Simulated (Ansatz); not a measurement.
## Ag: electron density at the nuclei under pressure

```
Ag
1.0
     2.92230    0.00000    0.00000
    -1.46115    2.53079    0.00000
     0.00000    0.00000    4.70166
Ag
2
Direct
  0.33333 0.66667 0.25000
  0.66667 0.33333 0.75000
```

Atom numbers follow the list: Ag1, Ag2.

Structure from Materials Project entry mp-10597 (possibly hypothetical), not relaxed further.

These are results of DFT, r2SCAN, all-electron PAW with datasets made for the crystal, scalar-relativistic in Ansatz 0.2.0, not measurements.

Numerical set-up: a Γ-centred 13×13×7 k mesh, Fermi–Dirac smearing of 0.03 eV, cutoff 260 eV (chosen by the program for this cell), no spin polarisation.

The contact density is the mean electron density over the nuclear volume; its changes follow the s electrons' response to bonding and compression. Changes below are taken from the unscaled cell, where it is 946858 e/Å³ at Ag1.

The datasets are made afresh for each cell, so very small changes are uncertain.

(1) Does compression raise or lower the contact density at Ag1?

(2) Tabulate the changes with volume.

Results:

(1) It raises it, by 9.02 e/Å³ over the whole range.

(2) 
```tsv
V/V(cell)	P (GPa)	Δρ(0) Ag1 (e/Å³)
0.9405	6.9	4.72
1.0000	-0.4	0.00
1.0600	-5.3	-4.30
```
